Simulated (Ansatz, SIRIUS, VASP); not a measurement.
## AlRu: 3 runs at one level of theory

```
CELL_PARAMETERS angstrom
2.99160 0.00000 0.00000
0.00000 2.99160 0.00000
0.00000 0.00000 2.99160
ATOMIC_POSITIONS crystal
Ru 0.50000 0.50000 0.50000
Al 0.00000 0.00000 0.00000
```

Alike in all runs: task single point; functional PBEsol; k mesh 9 × 9 × 9; occupations fermi-dirac, width 0.05 eV; no spin polarisation; no spin-orbit coupling. Pressure is positive in compression and, in plane waves, holds the error of the finite cutoff.

| program and potentials | plane-wave cutoff (eV) | notes | pressure (GPa) |
| --- | --- | --- | --- |
| SIRIUS, PseudoDojo 0.4.1 PBEsol standard (scalar relativistic) | 1152 | 9.5 valence electrons an atom on average | ? |
| VASP, PBE PAW files Al, Ru_pv, 520 eV | 520 | potentials made for PBE; 8.5 valence electrons an atom on average | -3.27 |
| Ansatz, all-electron LAPW, scalar-relativistic | - | - | -3.37 |

Problem. Estimate from the other rows what the run with SIRIUS, PseudoDojo 0.4.1 PBEsol standard (scalar relativistic) gave.

Solution. Pressure -3.23 GPa. The other rows, which needn't bracket it: pressure -3.37 to -3.27.
